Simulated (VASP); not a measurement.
Wanted: the native input for a VASP 6.6.1 run.

```
Task                   : relaxation of cell and atoms
Functional             : LDA
Potentials or basis    : VASP PAW LDA potentials, release 64 (Hf_pv, O)
Cutoff                 : 600 eV
k mesh                 : 6 × 6 × 4
Occupations            : fermi-dirac, width 0.05 eV
Spin                   : no spin polarisation
Further INCAR settings : ALGO = Normal; EDIFF = 1e-07; IBRION = 2; EDIFFG = -0.01; NSW = 40; ISIF = 3
```

The structure of HfO2 lies in POSCAR:

```
HfO2
1.0
    3.6043260000      0.0000000000      0.0000000000
    0.0000000000      3.6043260000      0.0000000000
    0.0000000000      0.0000000000      5.2635560000
Hf O
2 4
Direct
    0.5000000000      0.5000000000      0.5000000000
    0.0000000000      0.0000000000      0.0000000000
    0.0000000000      0.5000000000      0.6932930000
    0.5000000000      0.0000000000      0.8067070000
    0.5000000000      0.0000000000      0.3067070000
    0.0000000000      0.5000000000      0.1932930000
```

Measurements of this composition are mostly on another form, of space group No. 14.

The input as run:

INCAR

```
PREC = Accurate
ENCUT = 600
EDIFF = 1E-7
ISMEAR = -1
SIGMA = 0.05
LREAL = False
LASPH = True
NELM = 80
ALGO = Normal
ISIF = 3
LWAVE = False
LCHARG = False
GGA = CA
IBRION = 2
NSW = 40
EDIFFG = -0.01
KPAR = 8
```

KPOINTS

```
Automatic mesh
0
Gamma
  6 6 4
```

Potentials or basis: VASP PAW LDA potentials, release 64 (Hf_pv, O).

Launch:

```sh
$ cat potpaw_LDA.64/Hf_pv/POTCAR potpaw_LDA.64/O/POTCAR > POTCAR
$ mpirun -np 8 vasp_std > vasp.out
```

It gave:

```
Relaxed volume                         : 10.50 Å³/atom
Relaxed cell                           : a = 3.524 Å, b = 3.524 Å, c = 5.071 Å, α = 90.00°, β = 90.00°, γ = 90.00°
Space group after relaxing (to 0.05 Å) : P4_2/nmc (No. 137)
Energy gained by relaxing              : 46.7 meV/atom
Ionic steps                            : 16
Pressure after relaxing                : -0.1 GPa
Largest force after relaxing           : 0.009 eV/Å
Band gap on the k mesh                 : 4.52 eV, indirect (least direct gap 4.64 eV)
```

Caveat: spin-orbit coupling is left out, which moves the levels of the heavy elements.

Wall time 2.8 min on 8 MPI ranks on Intel(R) Xeon(R) Platinum 8259CL CPU @ 2.50GHz (Skylake/Cascade Lake), with other jobs on the host, peak memory 0.24 GiB a rank.
